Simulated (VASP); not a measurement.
The system is Ge.

```
Ge
1.0
     0.00000    2.82891    2.82891
     2.82891    0.00000    2.82891
     2.82891    2.82891    0.00000
Ge
2
Direct
  0.75000 0.75000 0.75000
  0.50000 0.50000 0.50000
```

```yaml
Program: VASP 6.6.1
Task: relaxation of cell and atoms
Functional: RPBE
Dispersion: D3(BJ)
Potentials_or_basis: VASP PAW PBE potentials, release 64 (Ge_d)
Cutoff: 600 eV
k_mesh: 8 × 8 × 8
Occupations: fermi-dirac, width 0.05 eV
Spin: no spin polarisation
```

At the start: pressure -4.3 GPa; volume 22.64 Å³/atom.

Where does the relaxation end?

Over 3 steps the energy falls by 21.8 meV/atom and the volume is 21.15 Å³/atom (-6.6 %); space group Fd-3m (No. 227, to 0.05 Å).

The path:
```
step  energy change (eV)  largest force (eV/Å)  pressure (GPa)  volume (Å³)
   1              0.0000                0.0000           -4.34        45.28
   2             -0.0385                0.0000            1.82        41.38
   3             -0.0436                0.0000            0.03        42.30
```

Final structure:
```xyz
2
Lattice="0.0000 2.7654 2.7654 2.7654 0.0000 2.7654 2.7654 2.7654 0.0000" Properties=species:S:1:pos:R:3 pbc="T T T"
Ge    4.1481    4.1481    4.1481
Ge    2.7654    2.7654    2.7654
```

The cell as given is a measured one (22.64 Å³/atom); RPBE+D3(BJ) puts the equilibrium volume -6.6 % from it, thermal expansion not counted.

Caveat: the PAW data sets were made with another functional, which shifts forces and pressure a little.
